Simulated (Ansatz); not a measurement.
Predict the output of the script below (Ansatz 0.2.0, Python API).

`mgs.vasp`
```text
MgS
1.0
   0.00000000    2.83312005    2.83312005
   2.83312005    0.00000000    2.83312005
   2.83312005    2.83312005    0.00000000
Mg S
1 1
Direct
   0.00000000    0.00000000    0.00000000
   0.75000000    0.75000000    0.75000000
```

`run_mass.py`
```python
import argparse
import logging
import sys
import warnings

import ansatz
from ase.io import read
import numpy as np

logging.basicConfig(stream=sys.stdout, format="%(levelname)s %(message)s")
logger = logging.getLogger("run")
logger.setLevel(logging.INFO)

parser = argparse.ArgumentParser(description="Effective masses of MgS by finite differences.")
parser.add_argument("--functional", required=True, help="exchange-correlation functional")
parser.add_argument("--kmesh", type=int, nargs=3, required=True, help="k-point sampling")
parser.add_argument("--cutoff-ev", type=float, default=320.0, help="basis")
parser.add_argument("--n-empty", type=int, required=True, help="SCF control")
parser.add_argument("--mixing-beta", type=float, required=True, help="density mixing step")
parser.add_argument("--filling", required=True, help="how the bands are filled")
args = parser.parse_args()


def main() -> None:
    warnings.simplefilter("ignore", ansatz.DeckWarning)

    atoms = read("mgs.vasp", format="vasp")
    system = ansatz.Crystal.from_ase(atoms)

    calculation = system.calculation()
    calculation = calculation.functional(args.functional).kpoints(mesh=args.kmesh, shift=0.5)
    calculation = calculation.basis(args.cutoff_ev).scf(extra_bands=args.n_empty)
    calculation = calculation.mixing("msr1", ndim=8, beta=args.mixing_beta)
    calculation = calculation.occupations(args.filling)
    outcome = calculation.band_table().run(threads=1)
    r = outcome.report
    levels = np.array(r["eigenvalues_ev"])
    filled = round(r["n_electrons"] / 2)
    edges = {"top filled band": (filled - 1, levels[:, filled - 1].argmax()), "lowest empty band": (filled, levels[:, filled].argmin())}
    gap = levels[:, filled].min() - levels[:, filled - 1].max()
    logger.info(f"gap on the mesh {gap:.3f} eV")
    if gap <= 0.05:
        logger.info("no gap: band-edge masses have no meaning here")
        edges = {}
    reciprocal = 2 * np.pi * np.linalg.inv(outcome.lattice.cell_ang).T
    step = 0.04  # 1/A

    pairs = [(0, 1), (0, 2), (1, 2)]
    moves = [sign * axis for axis in np.eye(3) for sign in (-1, 1)]
    moves += [s1 * np.eye(3)[i] + s2 * np.eye(3)[j] for i, j in pairs for s1 in (1, -1) for s2 in (1, -1)]
    for name, (band, index) in edges.items():
        together = int(np.sum(np.abs(levels[index] - levels[index, band]) < 2e-3))
        print(name, "at k =", np.round(r["kpoints_frac"][index], 4), f"E = {levels[index, band]:.4f} eV, degeneracy {together}")
        centre = np.array(r["kpoints_frac"][index]) @ reciprocal
        points = [centre] + [centre + step * move for move in moves]
        table = calculation.band_structure(points, intervals=1, cartesian=True).run(threads=1).band_structure().channels[0].eigenvalues_ev
        if together > 1:
            level = np.flatnonzero(np.abs(levels[index] - levels[index, band]) < 2e-3)
            along = (table[1, level] + table[2, level] - 2 * table[0, level]) / step ** 2
            print("  degenerate level, no single mass tensor; masses of its branches along x:", np.round(7.61996 / along, 3), "m_e")
            continue
        e = table[:, band]
        hessian = np.diag((e[1:7:2] + e[2:7:2] - 2 * e[0]) / step ** 2)
        for (i, j), (pp, pm, mp, mm) in zip(pairs, e[7:].reshape(3, 4)):
            hessian[i, j] = hessian[j, i] = (pp - pm - mp + mm) / (4 * step ** 2)
        curvatures, axes = np.linalg.eigh(hessian)
        slope = (e[2:7:2] - e[1:7:2]) / (2 * step)
        print("  slope (eV A):", np.round(slope, 3) + 0.0, "" if np.abs(slope).max() < 0.05 else "- no extremum here, so these are local curvatures and no band-edge masses")
        for curvature, axis in zip(curvatures, axes.T):
            print(f"  principal mass {7.61996 / curvature:8.3f} m_e along", np.round(axis, 2) + 0.0)


if __name__ == "__main__":
    main()
```

Running `python run_mass.py --functional revpbe --kmesh 5 5 5 --n-empty 4 --mixing-beta 0.2 --filling fixed` prints:
```text
INFO gap on the mesh 4.099 eV
top filled band at k = [0.1 0.1 0.1] E = 3.1614 eV, degeneracy 2
  degenerate level, no single mass tensor; masses of its branches along x: [-0.367  0.783] m_e
lowest empty band at k = [0.1 0.1 0.1] E = 7.2602 eV, degeneracy 1
  slope (eV A): [2.27 2.27 2.27] - no extremum here, so these are local curvatures and no band-edge masses
  principal mass    0.854 m_e along [0.58 0.58 0.58]
  principal mass    0.333 m_e along [ 0.82 -0.38 -0.43]
  principal mass    0.333 m_e along [ 0.03 -0.72  0.69]
```

Caveats:
- The settings weren't tested for convergence.
- The cutoff lies under the one recommended for these potentials.
- Semilocal gaps usually lie well under measured ones.
- The mesh has less symmetry than the crystal, which the program warned of.
- This mesh misses the zone centre, where many direct gaps lie, so the gap can be several times too large.
- This cell is a computed structure, which may not be the phase found in nature.
- Levels are Kohn-Sham eigenvalues on this mesh.
- The masses are finite-difference curvatures at extrema found on a coarse mesh, which needn't be the true band edges; a step that is long against the gap makes them too heavy. Negative values are curvatures of valence bands (the hole mass is their size). Spin-orbit coupling is left out, and light masses scale with the Kohn-Sham gap.
- The script silences the warnings on its input, which a real study should read.
- It ran for 5.2 s on 1 thread of Intel(R) Xeon(R) Platinum 8259CL CPU @ 2.50GHz (Skylake/Cascade Lake) (shared host), peak memory 0.42 GiB.

(A comment or docstring line of the script was reworded after the run, the code is as it ran; lines on the test bed's own set-up are left out of the output.)
